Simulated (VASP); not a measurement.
# TiTe (P6_3/mmc) in VASP: notebook

The runs below take TiTe through single point, with PBEsol.

All numbers are computed with VASP 6.6.1; they aren't measurements. Logs are shortened: lines on timing, memory, paths and dates and some standing lists are left out, and cuts for length are marked.

## Step 1: Starting point

It takes space group P6_3/mmc (No. 194, hexagonal). The conventional cell has a = 3.842 Å, b = 3.842 Å, c = 6.403 Å, α = 90.00°, β = 90.00°, γ = 120.00°. Te (site symmetry -6m2) has 6 Ti at 2.74 Å as nearest neighbours. Ti (site symmetry -3m) has 6 Te at 2.74 Å as nearest neighbours.

## Step 2: Single point, PBEsol

Input file INCAR:

```
PREC = Accurate
ENCUT = 450
EDIFF = 1E-6
ISMEAR = 0
SIGMA = 0.05
LREAL = F
LASPH = T
NELM = 100
ALGO = Normal
ISIF = 2
LWAVE = F
LCHARG = F
GGA = PS
NBANDS = 26
ADDGRID = F
```

Input file KPOINTS:

```
regular mesh
0
Gamma
  8 8 5
```

Input file POSCAR:

```
TiTe
1.0
    3.8420000000      0.0000000000      0.0000000000
   -1.9210000000      3.3272696013      0.0000000000
    0.0000000000      0.0000000000      6.4030000000
Te Ti
2 2
Direct
    0.6666666667      0.3333333333      0.7500000000
    0.3333333333      0.6666666667      0.2500000000
    0.0000000000      0.0000000000      0.5000000000
    0.0000000000      0.0000000000      0.0000000000
```

Potentials or basis: VASP PAW PBE potentials, release 64 (Te, Ti_sv).

The run is started by

```bash
$ cat potpaw_PBE.64/Te/POTCAR potpaw_PBE.64/Ti_sv/POTCAR > POTCAR
$ mpirun -np 1 vasp_std > vasp.out
```

OUTCAR:

```text
PREC = Accurate
   ENCUT = 450
   EDIFF = 1E-6
   ISMEAR = 0
   LREAL = F
   LASPH = T
   NELM = 100
   ISIF = 2
   GGA = PS

 Found     30 irreducible k-points:

 Following reciprocal coordinates:
            Coordinates               Weight
  0.000000  0.000000  0.000000      1.000000
  0.125000  0.000000  0.000000      6.000000
  0.250000  0.000000  0.000000      6.000000
  0.375000  0.000000  0.000000      6.000000
  0.500000  0.000000  0.000000      3.000000
  0.125000  0.125000  0.000000      6.000000
   k-points           NKPTS =     30   k-points in BZ     NKDIM =     30   number of bands    NBANDS=     26
   number of dos      NEDOS =    301   number of ions     NIONS =      4
   total plane-waves  NPLWV =  37632
   dimension x,y,z NGX =    28 NGY =   28 NGZ =   48
   dimension x,y,z NGXF=    56 NGYF=   56 NGZF=   96
   ions per type =               2   2
   NGX,Y,Z   is equivalent  to a cutoff of  12.12, 12.12, 12.46 a.u.
   NGXF,Y,Z  is equivalent  to a cutoff of  24.23, 24.23, 24.93 a.u.
 SYSTEM =  unknown system
   PREC   = accura    normal or accurate (medium, high low for compatibility)
   ISTART =      0    job   : 0-new  1-cont  2-samecut
   ICHARG =      2    charge: 1-file 2-atom 10-const
   ISPIN  =      1    spin polarized calculation?
   LNONCOLLINEAR =      F non collinear calculations
   LSORBIT =      F    spin-orbit coupling
   LASPH  =      T    aspherical Exc in radial PAW
   ENCUT  =  450.0 eV  33.07 Ry    5.75 a.u.   6.65  6.65 11.08*2*pi/ulx,y,z
   NELM   =    100;   NELMIN=  2; NELMDL= -5     # of ELM steps
   EDIFF  = 0.1E-05   stopping-criterion for ELM
   LREAL  =      F    real-space projection
   EDIFFG = 0.1E-04   stopping-criterion for IOM
   NSW    =      0    number of steps for IOM
   IBRION =     -1    ionic relax: 0-MD 1-quasi-New 2-CG
   NFREE  =      0    steps in history (QN), initial steepest desc. (CG)
   ISIF   =      2    stress and relaxation
   ISYM   =      2    0-nonsym 1-usesym 2-fastsym
   POTIM  = 0.5000    time-step for ionic-motion
   TEBEG  =    0.0;   TEEND  =   0.0 temperature during run
   PSTRESS=    0.0 pullay stress
   NELECT =      36.0000    total number of electrons
   NUPDOWN=      -1.0000    fix difference up-down
   EMIN   =  10.00;   EMAX   =-10.00  energy-range for DOS
   EFERMI =   0.00;   METHOD = LEGACY
   ISMEAR =     0;   SIGMA  =   0.05  broadening in eV -4-tet -1-fermi 0-gaus
   EFERMI_NEDOS =   21; number of points for ismear=-14 and -15
   IALGO  =     38    algorithm
   IMIX   =      4    mixing-type and parameters
     AMIX     =   0.40;   BMIX     =  1.00
     AMIX_MAG =   1.60;   BMIX_MAG =  1.00
  volume/ion in A,a.u.               =      20.46       138.09
  Fermi-wavevector in a.u.,A,eV,Ry     =   1.244991  2.352691 21.089049  1.550001
  Thomas-Fermi vector in A             =   2.379233
   LORBIT       =      0    0 simple, 1 ext, 2 COOP (PROOUT), +10 PAW based schemes
   GGA     = PS    functional components
   LHFCALC =     F    Hartree Fock is set to
   AEXX    =    0.0000 exact exchange contribution
   IVDW    =     0    specifies the selected vdW correction
   LEPSILON=     F    determine dielectric tensor
   LRPA    =     F    only Hartree local field effects (RPA)
 non-spin polarized calculation
 Gauss-broadening in eV      SIGMA  =   0.05
  energy-cutoff  :      450.00
  volume of cell :       81.85
 maximum number of plane-waves:      1804
 NGX is ok and might be reduce to    28
   NGX = 13   NGY = 13   NGZ = 23

 number of electron      36.0000000 magnetization

 Free energy of the ion-electron system (eV)
  ---------------------------------------------------
  ext. energy  EPLUGINS =         0.00000000
  ---------------------------------------------------
  free energy    TOTEN  =       -26.19096308 eV

  energy without entropy =      -26.18620925  energy(sigma->0) =      -26.18858617

 E-fermi :  10.1080     XC(G=0): -11.1617

 val. band max:       10.0874676085   @ k =   0.2500   0.0000   0.2000
 cond. band min:      10.1310076445   @ k =   0.3750   0.1250   0.0000
 fundamental gap:      0.0435400360
 Fermi energy:        10.1079615667

 k-point     1 :       0.0000    0.0000    0.0000
  band No.  band energies     occupation
      1     -46.9843      2.00000
      2     -46.9696      2.00000
      3     -23.4365      2.00000
      4     -23.4365      2.00000
      5     -23.4183      2.00000
      6     -23.4183      2.00000
[... 18 lines left out ...]
     25      13.0059      0.00000
     26      14.2294      0.00000

 k-point     2 :       0.1250    0.0000    0.0000
  band No.  band energies     occupation
      1     -46.9838      2.00000
      2     -46.9692      2.00000
      3     -23.4436      2.00000
      4     -23.4382      2.00000
      5     -23.4239      2.00000
      6     -23.4194      2.00000
[... 18 lines left out ...]
     25      12.9012      0.00000
     26      13.7456      0.00000

 k-point     3 :       0.2500    0.0000    0.0000
  band No.  band energies     occupation
      1     -46.9827      2.00000
      2     -46.9683      2.00000
      3     -23.4607      2.00000
      4     -23.4423      2.00000
      5     -23.4376      2.00000
      6     -23.4221      2.00000
[... 18 lines left out ...]
     25      12.5350      0.00000
     26      13.6303      0.00000

 k-point     4 :       0.3750    0.0000    0.0000
  band No.  band energies     occupation
      1     -46.9816      2.00000
      2     -46.9673      2.00000
      3     -23.4778      2.00000
      4     -23.4512      2.00000
      5     -23.4464      2.00000
      6     -23.4248      2.00000
[... 18 lines left out ...]
     25      13.1293      0.00000
     26      14.0270      0.00000

 k-point     5 :       0.5000    0.0000    0.0000
  band No.  band energies     occupation
      1     -46.9812      2.00000
      2     -46.9669      2.00000
      3     -23.4848      2.00000
      4     -23.4568      2.00000
      5     -23.4481      2.00000
      6     -23.4259      2.00000
[... 18 lines left out ...]
     25      13.1321      0.00000
     26      13.5177      0.00000

 k-point     6 :       0.1250    0.1250    0.0000
  band No.  band energies     occupation
      1     -46.9830      2.00000
      2     -46.9686      2.00000
      3     -23.4549      2.00000
      4     -23.4419      2.00000
      5     -23.4329      2.00000
      6     -23.4220      2.00000
[... 18 lines left out ...]
     25      12.6944      0.00000
     26      12.8576      0.00000

 [... further k-points ...]

------------------------ aborting loop because EDIFF is reached ----------------------------------------

  FORCE on cell =-STRESS in cart. coord.  units (eV):
  Direction    XX          YY          ZZ          XY          YZ          ZX
  --------------------------------------------------------------------------------------
  -------------------------------------------------------------------------------------
  Total        0.7286138      0.7286138      3.8150255      0.0000000      0.0000000      0.0000000
  in kB       14.2619576     14.2619576     74.6756776      0.0000000      0.0000000      0.0000000
  external PRESSURE =      34.3998642 kB  Pullay stress =       0.0000000 kB

 VOLUME and BASIS-vectors are now :
 -----------------------------------------------------------------------------
  energy-cutoff  :      450.00
  volume of cell :       81.85
      direct lattice vectors                 reciprocal lattice vectors
     3.842000000  0.000000000  0.000000000     0.260281104  0.150273365  0.000000000
    -1.921000000  3.327269601  0.000000000     0.000000000  0.300546730  0.000000000
     0.000000000  0.000000000  6.403000000     0.000000000  0.000000000  0.156176792

 POSITION                                       TOTAL-FORCE (eV/Angst)
 -----------------------------------------------------------------------------------
      1.92100      1.10909      4.80225        -0.000000      0.000000      0.000000
     -0.00000      2.21818      1.60075         0.000000     -0.000000      0.000000
      0.00000      0.00000      3.20150         0.000000      0.000000      0.000000
      0.00000      0.00000      0.00000        -0.000000      0.000000      0.000000
 -----------------------------------------------------------------------------------
    total drift:                                0.000000     -0.000000      0.000000

  FREE ENERGIE OF THE ION-ELECTRON SYSTEM (eV)
  ---------------------------------------------------
  free  energy   TOTEN  =       -26.1909630788 eV

  energy  without entropy=      -26.1862092549  energy(sigma->0) =      -26.18858617
```

It took 23 s on 1 thread of Intel Xeon 6975P-C (Granite Rapids), shared host; peak memory 0.2 GiB.

These settings aren't checked as converged: the numbers below hold their error.

Results:

```yaml
Free_energy: -26.1910 eV
Pressure: 3.4 GPa
Band_gap_on_the_k_mesh: none (metal or under the smearing width)
```

Caveat: the PAW data sets were made with another functional, which shifts forces and pressure a little.

## Step 3: Single point, PBEsol

Changes to INCAR since step 2:

```diff
@@ -1,3 +1,3 @@
 PREC = Accurate
-ENCUT = 450
+ENCUT = 700
 EDIFF = 1E-6
```

Input file KPOINTS:

```
regular mesh
0
Gamma
  7 7 4
```

POSCAR is that of step 2.

Potentials or basis: VASP PAW PBE potentials, release 64 (Te, Ti_sv).

The run is started by

```bash
$ cat potpaw_PBE.64/Te/POTCAR potpaw_PBE.64/Ti_sv/POTCAR > POTCAR
$ mpirun -np 1 vasp_std > vasp.out
```

Run time: 36 s. Hardware: 1 thread of Intel Xeon 6975P-C (Granite Rapids), shared host; peak memory 0.28 GiB.

These settings aren't checked as converged: the numbers below hold their error.

Results:

```yaml
Free_energy: -26.2037 eV
Pressure: 3.5 GPa
Band_gap_on_the_k_mesh: none (metal or under the smearing width)
```

Caveat: the PAW data sets were made with another functional, which shifts forces and pressure a little.

## Step 4: Single point, PBEsol

Changes to INCAR since step 3:

```diff
@@ -1,3 +1,3 @@
 PREC = Accurate
-ENCUT = 700
+ENCUT = 550
 EDIFF = 1E-6
```

Input file KPOINTS:

```
regular mesh
0
Gamma
  8 8 5
```

POSCAR is that of step 3.

The run is started by

```bash
$ cat potpaw_PBE.64/Te/POTCAR potpaw_PBE.64/Ti_sv/POTCAR > POTCAR
$ mpirun -np 1 vasp_std > vasp.out
```

It took 32 s on 1 thread of Intel Xeon 6975P-C (Granite Rapids), shared host; peak memory 0.23 GiB.

These settings aren't checked as converged: the numbers below hold their error.

Results:

* Free energy: -26.1924 eV
* Pressure: 3.5 GPa
* Band gap on the k mesh: none (metal or under the smearing width)

Caveat: the PAW data sets were made with another functional, which shifts forces and pressure a little.
